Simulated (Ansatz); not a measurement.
The cell was built from the rocksalt type and relaxed in the same program, and has space group Fm-3m; it needn't be a known or the stable phase.

AgCl: DFT, PBE, PAW with Ansatz's default frozen-core files, scalar-relativistic (Ansatz 0.2.0).

```yaml
crystal:
  lattice:
    - [0.0, 2.8052039627, 2.8052039627]
    - [2.8052039627, 0.0, 2.8052039627]
    - [2.8052039627, 2.8052039627, 0.0]
  atoms:
    - { symbol: Ag, position: [0.0, 0.0, 0.0] }
    - { symbol: Cl, position: [0.5, 0.5, 0.5] }
kpoints:
  mp_grid: { grid: [12, 12, 12] }
  band_path:
    path:
      - [0.0, 0.0, 0.0]
      - [0.5, 0.0, 0.5]
      - [0.625, 0.25, 0.625]
      - [0.375, 0.375, 0.75]
      - [0.0, 0.0, 0.0]
      - [0.5, 0.5, 0.5]
      - [0.5, 0.25, 0.75]
      - [0.5, 0.0, 0.5]
    npoints: 8
scf:
  occupations: { method: fermi_dirac, width: 0.08 }
hamiltonian:
  xc: pbe
  pseudopotentials: { kind: paw }
output:
  forces: true
  stress: true
  eigenvalues: true
  efg: { contact_densities: true }
  populations: true
  bader: true
  dos: { projected: true, de: 0.2, e_range: [-14, 8] }
```

Output:

```
Ag: output.efg is read without spin–orbit coupling, which moves field gradients at and beside such atoms by some per cent and up to a factor of two; PAW files take it under magnetization.noncollinear and magnetization.spin_orbit
Engine: ansatz 0.2.0
Pseudopotentials: kind: paw
Pseudopotential: Ag, paw, valence charge 19, recommended cutoff 420 eV (normal)
Pseudopotential: Cl, paw, valence charge 7, recommended cutoff 420 eV (normal)
Functional definition: PBE
  parameter kappa = 0.804
  parameter beta = 0.06672455060314922
  exchange = pbe_x(kappa = kappa, mu = beta*pi^2/3)
  correlation = pbe_c(beta = beta)
Crystal: 2 atoms, lattice volume = 44.149 Å³
Basis set: ecut = 420 eV, 869 PW (Γ), exchange–correlation on 54×54×54 points (8 copies of the dense FFT grid, shifted against one another)
Bands: 17, of which v1, the nominal top of the filled ones, is band 13 counted from 1 (12 counted from 0)
Symmetry: 48 space group operations
Space group: Fm-3m (ITA 225), of the structure as read, at distance tolerance 3.5e-5 Å
k-points: 72 of 1728
Non-local potential: Ag, projectors of the file, l = 0: 3, l = 1: 2, l = 2: 2, l = 3: 1
Non-local potential: Cl, projectors of the file, l = 0: 2, l = 1: 2, l = 2: 2
PAW form: soft (Blöchl's): semilocal exchange-correlation on the pseudo side does not see the compensation charge
PAW one-centre angular grid: Ag, 590 points (default); XC on 64 Gauss nodes
PAW one-centre angular grid: Cl, 110 points (default); XC on 64 Gauss nodes
Initial density: superposition of atomic densities (neutral atoms: chi_scale 0, normalization atom), corrected by the library's trained network
Initial wavefunctions: pseudopotential atomic-orbital guess
Functional: x = pbe(κ = 0.804, μ = 0.2195149727645171), c = pbe(β = 0.06672455060314922)
SCF iter   1: F=—  HF=-8670.897838 eV  |F-HF|=—  |Δ(HF+E_count)|=         —  Δρ=4.20e-4  dr2=3.86e-5  ethr=1.77e-3  ⟨swp⟩=5.4  Hψ=5722  notcnv=0
preconditioner: auto → none  [insulator: Δε(μ)=0.919 eV  Ē_g=10.782 eV  σ=0.080 eV  W_gap=0.97  n_scr=14 (ndim 8)  ℏωp=23.7 eV  f_vac=0.039  D(μ)=0.00/eV (n_scr^D=0)  ε∞_Penn≈5.8]
SCF iter   2: F=—  HF=-8670.898580 eV  |F-HF|=—  |Δ(HF+E_count)|=   7.43e-4  Δρ=1.90e-4  dr2=9.27e-6  ethr=1.49e-7  ⟨swp⟩=3.0  Hψ=3264  notcnv=0
SCF iter   3: F=—  HF=-8670.898595 eV  |F-HF|=—  |Δ(HF+E_count)|=   1.50e-5  Δρ=9.02e-5  dr2=1.35e-6  ethr=3.57e-8  ⟨swp⟩=2.0  Hψ=1868  notcnv=0
iter 4 did not close the SCF: its close was put off for the readings that it lacked (scf_convergence_deferred on its scf_iter line)
SCF iter   4: F=-8670.898601 eV  HF=-8670.898601 eV  |F-HF|=1.97e-7  |Δ(HF+E_count)|=   5.74e-6  Δρ=1.53e-5  dr2=4.95e-8  ethr=5.21e-9  ⟨swp⟩=2.0  Hψ=1874  notcnv=0
iter 5 did not close the SCF: its close was put off for the readings that it lacked (scf_convergence_deferred on its scf_iter line)
SCF iter   5: F=-8670.898601 eV  HF=-8670.898601 eV  |F-HF|=1.90e-8  |Δ(HF+E_count)|=   2.32e-7  Δρ=9.13e-6  dr2=3.03e-8  ethr=1.90e-10  ⟨swp⟩=2.0  Hψ=2129  notcnv=0
SCF iter   6: F=-8670.898601 eV  HF=-8670.898601 eV  |F-HF|=1.27e-9  |Δ(HF+E_count)|=   3.72e-9  Δρ=1.44e-6  dr2=4.41e-10  ethr=1.17e-10  ⟨swp⟩=1.9  Hψ=3897  notcnv=0
SCF 1 converged in 6 iterations: F = -8670.898601 eV  dr2 = 4.41e-10
  greatest PAW one-centre occupation: 1.000 electrons in one spin orbital (limit 2), on the Ag atom at site 0 (counted from 0), in its partial waves of l = 0
NSCF: frozen V_eff on 57 k-points
SCF converged after 6 iterations
Free energy (F): -8670.898601 eV
Harris-Foulkes:  -8670.898601 eV  (|F-HF|=1.27e-9)
Internal energy: -8670.898556 eV  (E = F + TS)
E sigma→0 (E₀):  -8670.898579 eV
Entropy (-TS):   -0.000045 eV (-0.023 meV/atom)
Fermi energy:    8.167994 eV
--- Per-component energies (eV) ---
  E_band       = -369.955752
  E_kinetic    = 688.794616
  E_local      = -3263.092033  (includes V_loc(G=0)·N_el)
  E_nonlocal   = 112.665806
  E_hartree    = 1429.702898
  E_xc         = -289.764031
  E_vxc        = -353.860605  (∫ρ·V_xc dr)
  E_paw        = -4564.883781  (= ΣΔE_a)
  E_vpaw       = -413.870519  (= ΣTr[D̂ρ^β])
  E_aug_tail   = 0.000406  (compensation charges beyond the density's cutoff)
  E_ewald      = -2784.322437
  E_smearing   = -0.000045  (= −TS)
  E_closure    = 0.000000  (closes the sum)
  Σ components = -8670.898601   (vs F -8670.898601, Δ=0.00e0)
--- Forces (eV/Å), atoms counted from 1 ---
  atom   1  Ag    -0.00000000     0.00000000     0.00000000
  atom   2  Cl     0.00000000    -0.00000000     0.00000000
  max |Σ_I F_I| component: 5.92e-30 eV/Å
--- Stress (GPa, compression-positive) ---
        0.025321       0.000000       0.000000
        0.000000       0.025321       0.000000
        0.000000      -0.000000       0.025321
  P = ⅓ Tr σ = 0.0253 GPa (0.253 kbar)
--- PAW observables at the nuclei: V_zz in 10²¹ V/m², potentials from the cell's mean, atoms counted from 1 ---
  atom   1  Ag V_zz =    -0.000000   η = 0.0000   by run symmetry: forbidden
            electrostatic potential = -7475.097120 V   contact ρ = 948341.509227 e/Å³
  atom   2  Cl V_zz =    +0.000000   η = 0.0000   by run symmetry: forbidden
            electrostatic potential = -1777.253204 V   contact ρ = 24097.468134 e/Å³
--- Band table (eV; the first three rows and the last of 72) ---
  k-point 0: bands = ["-82.0655", "-45.6016", "-45.6016", "-45.6016", "-7.3905", "5.2211", "5.2211", "5.2211", "5.2600", "5.2600", "5.3519", "5.3519", "5.3519", "8.4517", "18.2483", "18.2483", "18.2483"]
  k-point 1: bands = ["-82.0655", "-45.6017", "-45.6016", "-45.6016", "-7.3656", "4.8279", "4.8279", "4.8621", "5.2458", "5.2458", "5.4504", "5.8101", "5.8101", "8.7889", "17.5318", "18.1508", "18.1508"]
  k-point 2: bands = ["-82.0654", "-45.6022", "-45.6017", "-45.6017", "-7.2964", "4.2298", "4.4096", "4.4096", "5.3043", "5.3043", "5.5349", "6.3124", "6.3124", "9.5569", "16.3854", "17.5543", "17.5543"]
  k-point 71: bands = ["-82.0654", "-45.6031", "-45.6031", "-45.6025", "-6.9444", "3.5583", "3.7775", "3.7775", "5.6436", "5.6436", "5.6548", "5.6665", "6.4272", "11.6769", "15.3882", "15.3882", "15.4957"]
--- Löwdin populations: 2 sites ---
  site symbol       q [e]
     0     Ag     18.4225
     1     Cl      7.4993
  spilling = 0.003010 (of n_electrons = 26.000000)
--- Bader charges: 2 sites ---
  site symbol  charge [e]  shift [e]
     0     Ag      0.5797     0.0000
     1     Cl     -0.5797     0.0000
  estimated error of the sums over rays = 2.1e-4 e
```

populations.tsv:

```
# site	symbol	l	j	q
# orbitals = lowdin
# n_electrons = 26.000000
# spilling = 0.003010
0	Ag	0_4S	-	1.998428
0	Ag	0_5S	-	0.461295
0	Ag	1_4P	-	5.999398
0	Ag	2_4D	-	9.963338
1	Cl	0_3S	-	1.934401
1	Cl	1_3P	-	5.564869
```

bader_charges.tsv:

```
# site	symbol	x_ang	y_ang	z_ang	partial_charge_e	electrons	volume_ang3	relative_density_drop	shared_charge_e	partial_wave_shift_e
# quadrature_error_electrons = 2.1e-4
0	Ag	0.0000	0.0000	0.0000	0.57965	46.42035	20.18	-	0.57965	0.00003
1	Cl	2.8052	2.8052	2.8052	-0.57965	17.57965	23.97	-	-0.57965	0.00003
```
